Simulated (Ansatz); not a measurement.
Results of PBE in Ansatz (PAW) for α-phase Li₃N.

Numerical settings: plane-wave cutoff 520 eV, 12×12×10 k mesh (along the axes of the cell as run), Fermi–Dirac smearing 0.01 eV, scalar-relativistic PAW data made under PBE.

Properties against volume (c/a stays at 1.063):

Shape and atoms are relaxed at each volume.

| V (Å³/atom) | P (GPa) | direct gap at Γ (eV) | smallest gap on the k mesh (eV) |
|---|---|---|---|
| 10.610 | 2.34 | 1.389 | 1.158 |
| 10.831 | 1.12 | 1.327 | 1.116 |
| 11.052 | 0.00 | 1.267 | 1.061 |
| 11.273 | -1.01 | 1.211 | 1.009 |
| 11.494 | -1.93 | 1.156 | 0.959 |

The fundamental gap (1.06 eV at the equilibrium volume, with added k points) lies elsewhere than Γ–Γ.

Measured, for comparison: band gap 2.15 eV (4 K, zero-point motion not removed, indirect, optical absorption, E parallel c; as tabulated in Brendecke and Bludau (1979), doi:10.1063/1.326533).

Note: the bulk modulus comes from volumes at which shape and atoms were relaxed.

Ansatz is a program for electronic structure.
